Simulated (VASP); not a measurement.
Wanted: the native input for a VASP 6.6.1 run.

```
Task                   : single point
Functional             : PBEsol
Potentials or basis    : VASP PAW PBE potentials, release 64 (Nb_sv, H)
Cutoff                 : 520 eV
k mesh                 : 20 × 20 × 20
Occupations            : gaussian, width 0.15 eV
Spin                   : no spin polarisation
Dipole correction      : no
Further INCAR settings : ALGO = Fast; EDIFF = 1e-06; NBANDS = 14
```

The structure of NbH lies in POSCAR:

```
NbH
1.0
   -1.6069640000      1.6069640000      1.9843010000
    1.6069640000     -1.6069640000      1.9843010000
    1.6069640000      1.6069640000     -1.9843010000
Nb H
1 1
Direct
    0.0000000000      0.0000000000      0.0000000000
    0.5000000000      0.5000000000      0.0000000000
```

The cell comes from a database or a generator and needn't be the stable form of this composition.

These files were run (other wordings do the same):

INCAR

```
PREC = Accurate
ENCUT = 520
EDIFF = 1E-6
ISMEAR = 0
SIGMA = 0.15
LREAL = F
LASPH = T
NELM = 100
ALGO = Fast
ISIF = 2
LWAVE = F
LCHARG = F
GGA = PS
NBANDS = 14
```

KPOINTS

```
regular mesh
0
Gamma
  20 20 20
```

Potentials or basis: VASP PAW PBE potentials, release 64 (Nb_sv, H).

The run is started by

```sh
$ cat potpaw_PBE.64/Nb_sv/POTCAR potpaw_PBE.64/H/POTCAR > POTCAR
$ mpirun -np 1 vasp_std > vasp.out
```

It gave:

| Quantity | Value |
| --- | --- |
| Pressure | -8.0 GPa |
| Band gap on the k mesh | none (metal or under the smearing width) |

Caveat: the PAW data sets were made with another functional, which shifts forces and pressure a little.

It took 4.6 min on 1 thread of Intel(R) Xeon(R) Platinum 8259CL CPU @ 2.50GHz (Skylake/Cascade Lake) (shared host), peak memory 0.29 GiB.
